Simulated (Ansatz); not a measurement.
SnTe in the zincblende structure, relaxed with r2SCAN in Ansatz 0.2.0. It is cubic, F-43m (No. 216); a = 7.168 Å in the conventional setting, 46.04 Å³ an atom. Around Sn lie 4 Te at 3.10 Å; around Te lie 4 Sn at 3.10 Å.

The axes x, y and z are those of this cell:
```
Sn Te
1.0
     0.00000    3.58398    3.58398
     3.58398    0.00000    3.58398
     3.58398    3.58398    0.00000
Sn Te
1 1
Direct
  0.00000 0.00000 0.00000
  0.25000 0.25000 0.25000
```

Unstrained: The HSE06 gap is indirect, 0.307 eV (W to X), below the direct gap of 1.133 eV at X. Meshes: HSE06 4×4×4. Strains are changes of length per length, and xy shears are angles. After each strain the atoms were relaxed again with r2SCAN within the symmetry that the strain leaves, so tilts or polar shifts that break it weren't tested; points keep the names that they have in the unstrained zone. No spin polarisation. The prototype was imposed, so other structures may be more stable.

(1) Estimate what uniaxial -4.2 % along [111], other directions held does to the gap.

(2) For epitaxial -2.76 % in the xy plane, how far does the free direction move, and what happens to the gap?

(3) Estimate what xy shear, engineering strain (angle) +5.25 % does to the gap.

(4) Order the strained cells by their HSE06 gap, smallest first.
A. uniaxial -4.2 % along [111], other directions held
B. epitaxial -2.76 % in the xy plane
C. xy shear, engineering strain (angle) +5.25 %

## Answers

(1) HSE06: the gap goes from 0.307 to 0.230 eV (-0.077 eV).

(2) The normal strain at zero normal stress is +5.23 %, 1.90 of the in-plane strain with the sign turned. HSE06: the gap goes from 0.307 to 0.119 eV (-0.188 eV); so small a gap is at the limit of these settings.

(3) HSE06: the gap goes from 0.307 to 0.312 eV (+0.005 eV).

(4) B (0.12 eV), A (0.23 eV), C (0.31 eV).

Spin-orbit coupling is left out, which matters wherever the heavy atoms make up the band edges.

The meshes of the hybrids are coarse, so their gaps aren't converged to the digits shown.
